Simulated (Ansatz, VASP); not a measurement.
# One calculation of TiO2, two programs

The input INCAR:

```
  ALGO = Normal
  EDIFF = 1E-6
  ENCUT = 520
  GGA = PE
  ISIF = 2
  ISMEAR = -1
  LASPH = True
  LCHARG = False
  LREAL = False
  LWAVE = False
  NBANDS = 33
  NELM = 100
  PREC = Accurate
  SIGMA = 0.02
```

KPOINTS

```
k-points
0
Gamma
  6 6 8
```

The input POSCAR:

```
TiO2
1.0
    4.5968534940      0.0000000000      0.0000000000
    0.0000000000      4.5968534940      0.0000000000
    0.0000000000      0.0000000000      2.8648865286
Ti O
2 4
Direct
    0.0000000000      0.0000000000      0.0000000000
    0.5000000000      0.5000000000      0.5000000000
    0.3031853094      0.3031853094      0.0000000000
    0.1968146906      0.8031853094      0.5000000000
    0.8031853094      0.1968146906      0.5000000000
    0.6968146906      0.6968146906      0.0000000000
```

Input for Ansatz:

```yaml
crystal:
  lattice:
    - [4.596853494, 0.0, 0.0]
    - [0.0, 4.596853494, 0.0]
    - [0.0, 0.0, 2.8648865286]
  atoms:
    - { symbol: Ti, position: [0.0, 0.0, 0.0] }
    - { symbol: Ti, position: [0.5, 0.5, 0.5] }
    - { symbol: O, position: [0.3031853094, 0.3031853094, 0.0] }
    - { symbol: O, position: [0.1968146906, 0.8031853094, 0.5] }
    - { symbol: O, position: [0.8031853094, 0.1968146906, 0.5] }
    - { symbol: O, position: [0.6968146906, 0.6968146906, 0.0] }
kpoints:
  mp_grid: { grid: [6, 6, 8] }
  band_path:
    path:
      - [0.0, 0.0, 0.0]
      - [0.0, 0.5, 0.0]
      - [0.5, 0.5, 0.0]
      - [0.0, 0.0, 0.5]
      - [0.0, 0.5, 0.5]
      - [0.5, 0.5, 0.5]
    npoints: 1
hamiltonian:
  xc: pbe
scf:
  occupations: { method: fermi_dirac, width: 0.02 }
  n_extra_bands: 5
output:
  forces: true
  stress: true
  eigenvalues: true
```

Change from the starting cell: uniaxial_z strain -3.0%.

Alike in both runs: task single point; functional PBE; k mesh 6 × 6 × 8; occupations fermi-dirac, width 0.02 eV; no spin polarisation.

```csv
,VASP,Ansatz
version,VASP 6.6.1,Ansatz 0.2.0
potentials or method,"VASP PAW PBE potentials, release 64 (Ti_sv, O)","plane waves, PAW"
plane-wave cutoff (eV),520,420
valence electrons in the cell,48,48
```

```csv
,VASP,Ansatz,Ansatz less VASP
gap on the k mesh at the Fermi level (eV),1.92,1.95,+0.025
pressure (GPa),15.0,14.3,-0.73
largest component of the traceless stress (GPa),7.42,7.20,-0.220
rms of the force components (eV/Å),0.047,0.031,-0.0163
```

Atom by atom the forces differ by 0.016 eV/Å (rms over components). The functional is the same, so the differences come from potentials, cutoffs and numerics.

A k mesh can miss the band edges.
